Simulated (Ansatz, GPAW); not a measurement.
This is a calculation of MgS for GPAW 26.7.0 (ASE script). Atoms were shifted at random by some hundredths of an Å from the given cell, which wasn't relaxed again for these runs. The cell comes from a database or a generator and needn't be the stable form of this composition.

run.py

```python
from ase import Atoms
from ase.dft.bandgap import bandgap
from ase.io import write
from ase.units import GPa
from gpaw import GPAW, PW, setup_paths

setup_paths.insert(0, '.')

atoms = Atoms(['S', 'S', 'Mg', 'Mg'],
              cell=[[4.0346224068, 0.0, 0.0],
                    [-2.0173112034, 3.494085499, 0.0],
                    [0.0, 0.0, 6.43229418]],
              scaled_positions=[[0.661704, 0.337466, 0.872345],
                                [0.336414, 0.664944, 0.371503],
                                [0.334058, 0.668633, 0.997507],
                                [0.664455, 0.325347, 0.500851]],
              pbc=True)

calc = GPAW(mode=PW(800),
            xc='PBEsol',
            kpts={'size': (8, 8, 4), 'gamma': True},
            occupations={'name': 'fermi-dirac', 'width': 0.05},
            nbands=28,
            convergence={'density': 1e-05, 'energy': 1e-05},
            maxiter=150,
            txt='gpaw.txt')
atoms.calc = calc
energy = atoms.get_potential_energy()
forces = atoms.get_forces()
stress = atoms.get_stress()
calc.write('gs.gpw')
write('result.traj', atoms)
print(f'Energy: {energy:.6f} eV')
print('Forces (eV/A):')
print(forces.round(4))
print('Stress (GPa):', (stress / GPa).round(3))
print('Fermi level:', round(calc.get_fermi_level(), 4), 'eV')
print(f'Gap: {bandgap(calc)[0]:.4f} eV, direct: {bandgap(calc, direct=True)[0]:.4f} eV')
```

Potentials or basis: PAW data sets generated in the run's folder for this functional, pw.

Command:

```bash
$ gpaw-setup -f PBEsol Mg S
$ OMP_NUM_THREADS=1 python run.py
```

Task: Translate it to Ansatz 0.2.0. Potentials or basis there: all-electron LAPW, scalar-relativistic.

Result: As run (cutoffs and basis follow the program's own potentials, and thresholds, step limits or extra output files can differ):

Contents of input.yaml:

```yaml
crystal:
  lattice:
    - [4.0346224068, 0.0, 0.0]
    - [-2.0173112034, 3.494085499, 0.0]
    - [0.0, 0.0, 6.43229418]
  atoms:
    - { symbol: S, position: [0.661704, 0.337466, 0.872345] }
    - { symbol: S, position: [0.336414, 0.664944, 0.371503] }
    - { symbol: Mg, position: [0.334058, 0.668633, 0.997507] }
    - { symbol: Mg, position: [0.664455, 0.325347, 0.500851] }
kpoints:
  mp_grid: { grid: [8, 8, 4] }
scf:
  occupations: { method: fermi_dirac, width: 0.05 }
hamiltonian:
  xc: pbesol
  pseudopotentials: { kind: all_electron, lapw: { basis_error: 0.001 } }
output:
  forces: true
  stress: true
  eigenvalues: true
  populations: true
```

Potentials or basis: all-electron LAPW, scalar-relativistic.

Launch:

```bash
$ ansatz run input.yaml --threads 2 --pin off --max-ram 8192MiB --backend cpu --events-out ev --progress --plain --runs-dir out
```

Both were run:

|  | GPAW | Ansatz |
| --- | --- | --- |
| Pressure | -0.1 GPa | -0.2 GPa |
| Largest force | 0.457 eV/Å | 0.452 eV/Å |

Where Ansatz's input types no cutoff or centring, it takes its own default and a Γ-centred mesh.

Pressure is positive in compression.
